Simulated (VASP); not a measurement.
Here is a VASP 6.6.1 calculation.

Contents of POSCAR:

```
ZnS
1.0
    0.0000000000      2.7020000000      2.7020000000
    2.7020000000      0.0000000000      2.7020000000
    2.7020000000      2.7020000000      0.0000000000
Zn S
1 1
Direct
    0.7500000000      0.7500000000      0.7500000000
    0.0000000000      0.0000000000      0.0000000000
```

File INCAR.step1:

```
ALGO = Normal
EDIFF = 1E-5
ENCUT = 600
GGA = PE
ISMEAR = 0
LASPH = T
LCHARG = F
LREAL = F
LWAVE = T
NELM = 60
PREC = Accurate
SIGMA = 0.05
```

INCAR.step2

```
AEXX = 0.25
ALGO = Normal
EDIFF = 1E-7
EDIFFG = -0.02
ENCUT = 600
HFRCUT = -1
IBRION = 2
ISIF = 3
ISMEAR = 0
ISTART = 1
LASPH = T
LCHARG = F
LHFCALC = T
LMIXTAU = T
LREAL = F
LWAVE = F
METAGGA = R2SCAN
NELM = 60
NSW = 60
PREC = Accurate
PRECFOCK = Normal
SIGMA = 0.05
```

KPOINTS

```
k-points
0
Gamma
  5 5 5
```

Potentials or basis: VASP PAW PBE potentials, release 64 (Zn, S).

Launch:

```console
$ cat potpaw_PBE.64/Zn/POTCAR potpaw_PBE.64/S/POTCAR > POTCAR
$ cp INCAR.step1 INCAR
$ mpirun -np 1 vasp_std > vasp.out
$ cp INCAR.step2 INCAR
$ mpirun -np 1 vasp_std > vasp.out
```

**Question.** Predict the band gap on the k mesh.

**Answer.** 4.40 eV, direct.

**Question.** Predict the relaxed volume.

**Answer.** 19.58 Å³/atom.

**Question.** Estimate the relaxed cell.

**Answer.** a = 3.812 Å, b = 3.812 Å, c = 3.812 Å, α = 60.00°, β = 60.00°, γ = 60.00°.

**Question.** Predict the space group after relaxing (to 0.05 Å).

**Answer.** F-43m (No. 216).

Final structure:
```
Zn S
1.0
     0.00000    2.69547    2.69547
     2.69547    0.00000    2.69547
     2.69547    2.69547    0.00000
Zn S
1 1
Cartesian
  4.0432 4.0432 4.0432
  0.0000 0.0000 0.0000
```

Caveat: the PAW data sets were made with another functional, which shifts forces and pressure a little.
